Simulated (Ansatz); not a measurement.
# MnO2 (Pnma): from the listed cell to zero pressure

Where does the pressure of MnO2 (Pnma) vanish?

Program: Ansatz 0.2.0. Level of theory: DFT PBE+U (U_eff = 3.9 eV on Mn 3d), scalar-relativistic, plane waves, PAW. These are calculated values, not measurements.

### Step 1. Starting point

The structure is orthorhombic, space group Pnma (No. 62). Conventional cell: a = 9.264 Å, b = 2.859 Å, c = 4.513 Å, α = 90.00°, β = 90.00°, γ = 90.00°. Mn (site symmetry m) has 6 O at 1.82 to 2.27 Å as nearest neighbours. O (site symmetry m) is surrounded by 3 Mn at 1.82 to 1.92 Å. O (site symmetry m) has 3 Mn at 1.98 to 2.27 Å as nearest neighbours.

As a file:

```xyz
12
Lattice="9.2640 0.0000 0.0000 0.0000 2.8590 0.0000 0.0000 0.0000 4.5130" Properties=species:S:1:pos:R:3 pbc="T T T"
Mn    1.2877    0.7147    0.1309
Mn    7.9763    2.1442    4.3821
Mn    3.3443    2.1442    2.3874
Mn    5.9197    0.7147    2.1256
O     7.3278    0.7147    0.9703
O     1.9362    2.1442    3.5427
O     6.5682    2.1442    3.2268
O     2.6958    0.7147    1.2862
O     8.7545    0.7147    3.2629
O     0.5095    2.1442    1.2501
O     5.1415    2.1442    1.0064
O     4.1225    0.7147    3.5066
```

The moments start at Mn 3.00 μB.

### Step 2. First run, at the start cell

Contents of input.yaml:

```yaml
crystal:
  lattice:
    - [9.264, 0.0, 0.0]
    - [0.0, 2.859, 0.0]
    - [0.0, 0.0, 4.513]
  atoms:
    - { symbol: Mn, position: [0.139, 0.25, 0.029], spin: 3.0 }
    - { symbol: Mn, position: [0.861, 0.75, 0.971], spin: 3.0 }
    - { symbol: Mn, position: [0.361, 0.75, 0.529], spin: 3.0 }
    - { symbol: Mn, position: [0.639, 0.25, 0.471], spin: 3.0 }
    - { symbol: O, position: [0.791, 0.25, 0.215] }
    - { symbol: O, position: [0.209, 0.75, 0.785] }
    - { symbol: O, position: [0.709, 0.75, 0.715] }
    - { symbol: O, position: [0.291, 0.25, 0.285] }
    - { symbol: O, position: [0.945, 0.25, 0.723] }
    - { symbol: O, position: [0.055, 0.75, 0.277] }
    - { symbol: O, position: [0.555, 0.75, 0.223] }
    - { symbol: O, position: [0.445, 0.25, 0.777] }
basis:
  ecutwfc: 420
  ecutrho_ratio: 4
kpoints:
  mp_grid: { grid: [2, 6, 4] }
hamiltonian:
  xc: pbe
  hubbard: { sites: [{ species: Mn, l: d, u_eff: 3.9 }] }
scf:
  occupations: { method: gaussian, width: 0.05 }
output:
  forces: true
  stress: true
  eigenvalues: true
  populations: true
  hubbard: { sites: [{ species: Mn, l: d }] }
magnetization:
  spin_polarized: true
```

Command:

```sh
ansatz run input.yaml --threads 8 --pin off --max-ram 22528MiB --backend cpu --events-out ev --progress --plain --runs-dir out
```

After this run come: The same volume, run 2; Next volume, run 3; A new volume, run 4; The same volume, run 5; Volume adjusted, run 6; Next volume, run 7.

**Question.** What will these runs give? Wanted: volume; pressure; conventional cell; gap on the mesh; moments in the spheres.

As calculated:

| quantity | value |
| --- | --- |
| volume | 10.502 Å³/atom |
| pressure | 0.08 GPa |
| conventional cell | a = 9.132 Å, b = 2.920 Å, c = 4.727 Å, α = 90.00°, β = 90.00°, γ = 90.00° |
| gap on the mesh | 0.93 eV |
| moments in the spheres | Mn 2.82; O -0.07, -0.19 μB |

The volume went from 9.96 to 10.50 Å³/atom (+5.4 %), where 0.08 GPa is left. Only the order of the starting moments is followed; others weren't tried in this session. Open d and f shells can converge to several self-consistent states; these numbers belong to the ones reached here.
